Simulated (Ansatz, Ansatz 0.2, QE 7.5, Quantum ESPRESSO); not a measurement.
# Lattice parameter of cubic BaZrO3 from r2SCAN, with PBE and dispersion corrections for comparison

## Reference data

The reference is a diffraction structure determination of cubic BaZrO$_3$, space group $Pm\bar{3}m$, from "Phase equilibria, crystal structures and dielectric anomaly in the (Ba Zr O3) - (Ca Zr O3) system" (Journal of Solid State Chemistry 175 170 2003; Crystallography Open Database). The cell edge is $a = 4.1913$ Å. The volume per atom, 14.7257 Å$^3$, follows from the same edge and is no second measurement. No temperature is given with the value; room temperature is the natural assumption. Since the work concerns a solid-solution system, the entry is taken here to be the pure barium zirconate end member. Calcium on the barium site would be expected to shrink the cell, so this assumption matters to the comparison.

| compared with | measured | method |
| --- | --- | --- |
| a (Å) | 4.1913 | structure determination by diffraction |
| volume per atom (Å³) | 14.7257 | from the measured cell |

Conditions are those given with the value in the passage it was taken from; "not stated" means there, and the paper may say more elsewhere. The values are a selection: others may have been left out beforehand as unlike or outlying.

## Method

The aim is the equilibrium cell edge of cubic BaZrO$_3$, modelled as a perfect, non-magnetic five-atom cell. All atoms sit on positions fixed by symmetry, so the relaxation has a single degree of freedom, the edge itself. Octahedral tilts, towards which some functionals lean in this compound, are excluded by the cell and the symmetry.

Success means $a$ within 1 % and the volume per atom within 2 %. An error of 1 % in length is roughly what separates a good functional from an ordinary one for oxides. Because the volume goes as the cube of the edge, its limit is the stricter of the two, equivalent to about 0.7 % in length. The calculation describes a static lattice, whereas the measured edge contains zero-point and thermal expansion, probably a few tenths of a per cent in a stiff oxide. An ideal static result should therefore lie slightly below experiment.

The work starts with r2SCAN, a meta-GGA that usually describes the bond lengths of ionic and partly covalent oxides well. LDA would be cheaper but typically contracts such cells, and PBE typically expands them by about a per cent, enough to endanger the volume criterion. PBE then serves as the neighbouring level, on which the basis and the potentials can be examined.

System: BaZrO3; Pm-3m (no. 221), 5 atoms in the primitive cell; every run starts from the measured structure; structure from the Crystallography Open Database.

On the selection of runs and values: Further runs on this system are not shown.

## 1. The cell edge with r2SCAN

The r2SCAN relaxation addresses the question directly. An edge close to the measured one is expected, more likely slightly below it than above.

**Run 1.** Ansatz 0.2: r2SCAN, Ansatz with its PAW files, non-magnetic, cell and ions relaxed, cutoff 500 eV, k-mesh 6×6×6, smearing 0.05 eV (PAW set soft_1).

Key lines of the input:
```
crystal:
  lattice:
    - [4.19134, 0.0, 0.0]
    - [0.0, 4.19134, 0.0]
    - [0.0, 0.0, 4.19134]
  atoms:
    - { symbol: Ba, position: [0.0, 0.0, 0.0] }
    - { symbol: Zr, position: [0.5, 0.5, 0.5] }
    - { symbol: O, position: [0.0, 0.5, 0.5] }
    - { symbol: O, position: [0.5, 0.0, 0.5] }
    - { symbol: O, position: [0.5, 0.5, 0.0] }
kpoints:
  mp_grid: { grid: [6, 6, 6] }
scf:
  occupations: { method: fermi_dirac, width: 0.05 }
hamiltonian:
  xc: r2scan
  pseudopotentials: { kind: paw, azcp: { folder: soft_1 } }
relax:
  f_tol: 0.01
  max_steps: 60
  cell: { stress_tol: 0.02 }
output:
  forces: true
  stress: true
```

Command:
```
ansatz run input.yaml --threads 4 --pin off --max-ram 10240MiB --backend cpu --events-out ev --progress --plain --runs-dir out
```

Selected lines of the output:
```
relax step   1: F+E_penalty+E_count = -11875.58692120 eV  max|allowed force component| = 2.090e-29 eV/Å  Δτ_max = 0.0000 Å  P = +1.602 GPa  Ω = 73.631 …
relax step   4: F+E_penalty+E_count = -11875.59040852 eV  max|allowed force component| = 1.557e-29 eV/Å  Δτ_max = 0.0000 Å  P = -0.014 GPa  Ω = 74.348 …
```

Converged; 4.6 s on 4 cores of Arm Neoverse V2, shared host.

| quantity | run 1 | measured | deviation |
| --- | --- | --- | --- |
| a (Å) | 4.2049 | 4.1913 | +0.0136 (+0.3 %) |
| volume per atom (Å³) | 14.870 | 14.7257 | +0.144 (+1.0 %) |
| largest shift (Å) | 2.43e-16 |  |  |
| pressure (GPa) | −0.01413 |  |  |

The r2SCAN edge lies 0.3 % above the measured one and the volume 1.0 % above, both inside their limits. The sign is opposite to the one expected: a static cell should fall slightly short of the measured edge, and this one exceeds it. Thermal and zero-point expansion would widen the difference. The starting cell is under a compressive pressure of 1.6 GPa at this level, and the relaxation relieves it by expanding the lattice.

## 2. PBE with mesh and cutoff tests

PBE gives the scale of the functional's influence. Three relaxations belong together here: one at a moderate setting, one with a denser k-mesh and one with a much higher cutoff. In a wide-gap insulator with a small cell the mesh should hardly matter; the cutoff is the more likely source of a shift, since the oxygen 2p states and the semicore states of the metals are demanding. The tests apply to PBE and can only indicate where r2SCAN might be sensitive. The PBE edge is expected to be larger than that from r2SCAN.

**Run 2.** Ansatz 0.2: PBE, Ansatz with its PAW files, non-magnetic, cell and ions relaxed, cutoff 420 eV, k-mesh 6×6×6, smearing 0.05 eV (PAW set soft_1).

Key lines of the input, as changed from run 1:
```diff
  hamiltonian:
-   xc: r2scan
+   xc: pbe
```

Selected lines of the output:
```
relax step   7: F+E_penalty+E_count = -11844.89249541 eV  max|allowed force component| = 7.862e-30 eV/Å  Δτ_max = 0.0000 Å  P = +0.002 GPa  Ω = 75.537 …
```

Converged; 4.6 s of wall time.

**Run 3.** Ansatz 0.2: PBE, Ansatz with its PAW files, non-magnetic, cell and ions relaxed, cutoff 420 eV, k-mesh 8×8×8, smearing 0.05 eV (PAW set soft_1).

Key lines of the input, as changed from run 2:
```diff
  kpoints:
-   mp_grid: { grid: [6, 6, 6] }
+   mp_grid: { grid: [8, 8, 8] }
```

Selected lines of the output:
```
relax step   7: F+E_penalty+E_count = -11844.89271841 eV  max|allowed force component| = 1.872e-29 eV/Å  Δτ_max = 0.0000 Å  P = +0.002 GPa  Ω = 75.537 …
```

Converged; 5.4 s of wall time.

**Run 4.** Ansatz 0.2: PBE, Ansatz with its PAW files, non-magnetic, cell and ions relaxed, cutoff 600 eV, k-mesh 6×6×6, smearing 0.05 eV (PAW set soft_1).

Key lines of the input, as changed from run 2:
```diff
+ basis:
+   ecutwfc: 600
```

Selected lines of the output:
```
relax step   5: F+E_penalty+E_count = -11844.90338296 eV  max|allowed force component| = 6.640e-30 eV/Å  Δτ_max = 0.0000 Å  P = +0.002 GPa  Ω = 75.531 …
```

Converged; 3.9 s of wall time.

| quantity | run 2 | run 3 | run 4 | measured |
| --- | --- | --- | --- | --- |
| a (Å) | 4.2272 | 4.2272 | 4.2271 | 4.1913 |
| volume per atom (Å³) | 15.107 | 15.107 | 15.106 | 14.7257 |
| largest shift (Å) | 0.0000 | 2.44e-16 | 0.0000 |  |
| pressure (GPa) | 0.00250 | 0.00237 | 0.00244 |  |

PBE gives an edge of 4.2272 Å, 0.9 % above experiment and inside the length limit, but its volume is 2.6 % too large and misses the stricter criterion. The expansion relative to r2SCAN is 0.0223 Å.

Neither numerical setting accounts for this. The denser mesh leaves the edge unchanged to the printed digits, and the cutoff of 600 eV alters it by only 0.0001 Å. For PBE with these PAW files, mesh and basis are therefore settled far below the accuracy needed here. The r2SCAN result has the same mesh but may have its own sensitivity to the basis; a cutoff test for r2SCAN is not shown in this report.

## 3. Other potentials, and dispersion on r2SCAN

Two questions remain. The first is whether the PBE overshoot belongs to the functional or to the PAW files; a PBE relaxation in Quantum ESPRESSO with GBRV ultrasoft potentials changes both program and potentials, and should agree within a few thousandths of an ångström if the functional is responsible.

The second concerns the small r2SCAN excess. Adding the non-local rVV10 correlation supplies the long-range dispersion attraction that r2SCAN largely lacks. With the polarisable barium and oxide ions a slight contraction is expected, which would bring the edge nearer to experiment.

**Run 5.** QE 7.5: PBE, Quantum ESPRESSO with GBRV 1.5 ultrasoft, non-magnetic, cell and ions relaxed, cutoff 544 eV, k-mesh 6×6×6, smearing 0.05 eV, density cutoff 3265 eV.

Key lines of the input:
```
&control
  calculation = 'vc-relax'
  forc_conv_thr = 3.89e-04
  etot_conv_thr = 1.0e-4
  nstep = 60
/
&system
  ecutwfc = 40
  ecutrho = 240
  occupations = 'smearing'
  smearing = 'fd'
  degauss = 0.00367
/
&electrons
  conv_thr = 2.5e-08
  mixing_beta = 0.4
  electron_maxstep = 120
/
&ions
/
&cell
  press_conv_thr = 0.15
/
ATOMIC_SPECIES
  Ba 137.327 ba_pbe_v1.uspp.F.UPF
  Zr 91.224 zr_pbe_v1.uspp.F.UPF
  O 15.999 o_pbe_v1.2.uspp.F.UPF
[... cell and positions ...]
K_POINTS automatic
  6 6 6 0 0 0
```

Command:
```
OMP_NUM_THREADS=1 mpirun -n 4 pw.x -nk 4 -in pw.in > pw.x.log
```

Selected lines of the output:
```
          total   stress  (Ry/bohr**3)                   (kbar)     P=       -0.01
     new unit-cell volume =    511.04973 a.u.^3 (    75.72976 Ang^3 )
     Final scf calculation at the relaxed structure.
          total   stress  (Ry/bohr**3)                   (kbar)     P=        0.42
```

Converged; 24 s of wall time.

**Run 6.** Ansatz 0.2: r2SCAN+rVV10, Ansatz with its PAW files, non-magnetic, cell and ions relaxed, cutoff 500 eV, k-mesh 6×6×6, smearing 0.05 eV (PAW set soft_1).

Key lines of the input, as changed from run 1:
```diff
  hamiltonian:
+   dispersion: rvv10
```

Selected lines of the output:
```
relax step   4: F+E_penalty+E_count = -11871.24171675 eV  max|allowed force component| = 7.310e-30 eV/Å  Δτ_max = 0.0000 Å  P = -0.000 GPa  Ω = 73.726 …
```

Converged; 6.8 s of wall time.

| quantity | run 5 | run 6 | measured |
| --- | --- | --- | --- |
| a (Å) | 4.2308 | 4.1931 | 4.1913 |
| volume per atom (Å³) | 15.146 | 14.745 | 14.7257 |
| largest shift (Å) | 0.0000 | 0.0000 |  |
| pressure (GPa) | 0.04200 | −0.00025 |  |

With the ultrasoft potentials PBE gives 4.2308 Å, 0.0036 Å above its PAW value. That is about a tenth of the PBE excess over experiment, and the volume again misses its limit, now by a little more. The overshoot therefore belongs mainly to the functional and not to one set of potentials. The residual pressure of 0.42 kbar appears when the basis is rebuilt for the final cell and reflects a change of Pulay stress. A test of the wavefunction and density cutoffs for these ultrasoft potentials is not shown in this report, so part of the small difference between the two programs may be basis error.

Adding rVV10 to r2SCAN shortens the edge by 0.0118 Å, in the expected direction, to 4.1931 Å. The remaining difference from experiment is only 0.0018 Å, and the volume is 0.1 % too large. Such closeness is finer than the comparison can support, because a static edge is being set against one that contains thermal and zero-point expansion. The result shows that the rVV10 term shifts the edge by about 0.3 % in this oxide; it does not show that the functional is accurate to a few hundredths of a per cent.

## Comparison with experiment

| run | settings | a (Å) | deviation | volume per atom (Å³) | deviation | cost |
| --- | --- | --- | --- | --- | --- | --- |
| 1 | Ansatz: r2SCAN, Ansatz with its PAW files, cutoff 500 eV, k-mesh 6×6×6, smearing 0.05 eV (PAW set soft_1) | 4.2049 | +0.0136 (+0.3 %) | 14.870 | +0.144 (+1.0 %) | under 1 core-min |
| 2 | Ansatz: PBE, Ansatz with its PAW files, cutoff 420 eV, k-mesh 6×6×6, smearing 0.05 eV (PAW set soft_1) | 4.2272 | +0.0359 (+0.9 %) | 15.107 | +0.382 (+2.6 %) | under 1 core-min |
| 3 | Ansatz: PBE, Ansatz with its PAW files, cutoff 420 eV, k-mesh 8×8×8, smearing 0.05 eV (PAW set soft_1) | 4.2272 | +0.0359 (+0.9 %) | 15.107 | +0.382 (+2.6 %) | under 1 core-min |
| 4 | Ansatz: PBE, Ansatz with its PAW files, cutoff 600 eV, k-mesh 6×6×6, smearing 0.05 eV (PAW set soft_1) | 4.2271 | +0.0358 (+0.9 %) | 15.106 | +0.380 (+2.6 %) | under 1 core-min |
| 5 | QE: PBE, Quantum ESPRESSO with GBRV 1.5 ultrasoft, cutoff 544 eV, k-mesh 6×6×6, smearing 0.05 eV, density cutoff 3265 eV | 4.2308 | +0.0395 (+0.9 %) | 15.146 | +0.420 (+2.9 %) | 98 core-s |
| 6 | Ansatz: r2SCAN+rVV10, Ansatz with its PAW files, cutoff 500 eV, k-mesh 6×6×6, smearing 0.05 eV (PAW set soft_1) | 4.1931 | +0.0018 (+0.0 %) | 14.745 | +0.019 (+0.1 %) | under 1 core-min |
|  | measured | 4.1913 |  | 14.7257 |  |  |

Further runs on the same system, made beside this series (convergence steps with loose settings among them):

| further | settings | a (Å) | deviation | volume per atom (Å³) | deviation | cost | status |
| --- | --- | --- | --- | --- | --- | --- | --- |
| F1 | Ansatz: PBE-D3(BJ), Ansatz with its PAW files, cutoff 420 eV, k-mesh 6×6×6, smearing 0.05 eV (PAW set soft_1) | 4.2027 | +0.0114 (+0.3 %) | 14.847 | +0.121 (+0.8 %) | under 1 core-min |  |
| F2 | Ansatz: PBE-D4, Ansatz with its PAW files, cutoff 420 eV, k-mesh 6×6×6, smearing 0.05 eV (PAW set soft_1) | 4.2070 | +0.0157 (+0.4 %) | 14.892 | +0.167 (+1.1 %) | under 1 core-min |  |
| F3 | Ansatz: PBE, Ansatz with fully relativistic PAW files, spin-orbit coupling, cutoff 420 eV, k-mesh 6×6×6, smearing 0.05 eV (PAW set soft_1) | 4.2271 | +0.0358 (+0.9 %) | 15.107 | +0.381 (+2.6 %) | 66 core-s |  |
| F4 | Ansatz: RPBE, Ansatz with its PAW files, cutoff 420 eV, k-mesh 6×6×6, smearing 0.05 eV (PAW set soft_1) | 4.2611 | +0.0698 (+1.7 %) | 15.473 | +0.748 (+5.1 %) | under 1 core-min |  |
| F5 | Ansatz: LDA, Ansatz with its PAW files, cutoff 420 eV, k-mesh 6×6×6, smearing 0.05 eV (PAW set soft_1 (PAW files made with PBE)) | 4.1475 | −0.0438 (−1.0 %) | 14.269 | −0.457 (−3.1 %) | under 1 core-min |  |
| F6 | Ansatz: PBE, Ansatz with its PAW files, cutoff 420 eV, k-mesh 3×3×3, smearing 0.05 eV (PAW set soft_1) | 4.2287 | +0.0374 (+0.9 %) | 15.124 | +0.398 (+2.7 %) | under 1 core-min |  |
| F7 | Ansatz: PBE, Ansatz with its PAW files, cutoff 420 eV, k-mesh 4×4×4, smearing 0.05 eV (PAW set soft_1) | 4.2274 | +0.0361 (+0.9 %) | 15.110 | +0.384 (+2.6 %) | under 1 core-min |  |
| F8 | Ansatz: PBE, Ansatz with its PAW files, cutoff 300 eV, k-mesh 6×6×6, smearing 0.05 eV (PAW set soft_1) | 4.2237 | +0.0324 (+0.8 %) | 15.069 | +0.344 (+2.3 %) | under 1 core-min | warnings: cutoff_below_recommended |
| F9 | Ansatz: PBE, Ansatz with its PAW files, cutoff 420 eV, k-mesh 6×6×6, smearing 0.01 eV (PAW set soft_1) | 4.2272 | +0.0359 (+0.9 %) | 15.107 | +0.382 (+2.6 %) | under 1 core-min |  |
|  | measured | 4.1913 |  | 14.7257 |  |  |  |

## Discussion

The r2SCAN relaxation meets the target. Its edge of 4.2049 Å is 0.3 % above experiment and its volume 1.0 % above, at a cost of under one core-minute. Plain PBE meets the length limit but misses the volume limit, with a deviation of 2.6 % against the 2 % allowed.

The reference looks sound: an edge of 4.192 Å at 300 K (arxiv:cond-mat/0602127) agrees with it to within 0.001 Å, which eases the doubt about temperature and calcium content.

The r2SCAN excess is nevertheless somewhat larger than it appears. Removing thermal and zero-point expansion, roughly a few tenths of a per cent in length, would lower the measured edge and, on that rough estimate, could bring the volume error close to its limit. Part of the excess is plausibly missing dispersion, since rVV10 shortens the edge by 0.0118 Å. The same correction would leave r2SCAN+rVV10 slightly too large as well. D3(BJ) and D4 contract the PBE cell too, from 4.2272 Å to 4.2027 and 4.2070 Å, and bring it within both limits.

The most useful comparisons were the change of potentials and program, which left the PBE overshoot in place, and the addition of rVV10. The denser mesh and higher cutoff showed PBE to be numerically settled, but said little about r2SCAN, for which tests of the basis and the potentials are not shown in this report. Its PAW files were generated with PBE, and the program regenerates the frozen core for the meta-GGA. At the PBE level, spin-orbit coupling and narrower smearing have no effect that matters here. LDA errs towards too small a cell and RPBE towards too large a one, both outside the target.

A calculation of the thermal and zero-point expansion is not shown in this report, so its size is only estimated. The average structure stays cubic down to very low temperature, which justifies the model, but any influence of local octahedral tilts on the edge is excluded by the five-atom cubic cell.

[Logs are printed without paths, hosts, clocks, repeated set-up lines and the standing remarks that a program may print on its own settings, such as how far it seeks lower states.]

[The runs shown are a pick from a larger set of finished runs; failed, doubtful and other runs were left out of it ahead of writing. So were measured values far from every level or from commonly accepted values, and agreement can look better than it is. Lines of input and output are excerpts and may be shortened.]
